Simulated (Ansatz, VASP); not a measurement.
# Two plane-wave programs on PtS2

```
Pt S
1.0
     3.55262    0.00000    0.00000
    -1.77631    3.07666    0.00000
     0.00000    0.00000    5.12283
Pt S
1 2
Cartesian
  0.0000 0.0000 0.0000
  0.0000 2.0511 1.2257
  1.7763 1.0256 3.8972
```

Alike in both runs: task single point; functional r2SCAN; k mesh 6 × 6 × 4; no spin polarisation.

|  | VASP | Ansatz |
| --- | --- | --- |
| version | VASP 6.6.1 | Ansatz 0.2.0 |
| potentials or method | VASP PAW PBE potentials, release 64 (Pt, S) | plane waves |
| plane-wave cutoff (eV) | 520 | 500 |
| occupations | methfessel-paxton of order 1, width 0.001 eV | cold, width 0.001 eV |
| valence electrons in the cell | 22 | 30 |

VASP gave:

| Quantity | Value |
| --- | --- |
| gap on the k mesh at the Fermi level (eV) | 0.98 |
| pressure (GPa) | 1.2 |
| largest component of the traceless stress (GPa) | 0.05 |
| rms of the force components (eV/Å) | 0.023 |

Problem. What did Ansatz give for the same quantities?

Solution. gap on the k mesh at the Fermi level (eV): 0.99; pressure (GPa): 1.3; largest component of the traceless stress (GPa): 0.07; rms of the force components (eV/Å): 0.020.

Atom by atom the forces differ by 0.002 eV/Å (rms over components). The two sets of potentials don't hold the same shells in valence.

Caveats: the PAW data sets were made with another functional, which shifts forces and pressure a little (VASP); spin-orbit coupling is left out, which moves the levels of the heavy elements. r2SCAN opens gaps a little over a GGA but as a rule still falls short of measured ones. A k mesh can miss the band edges.
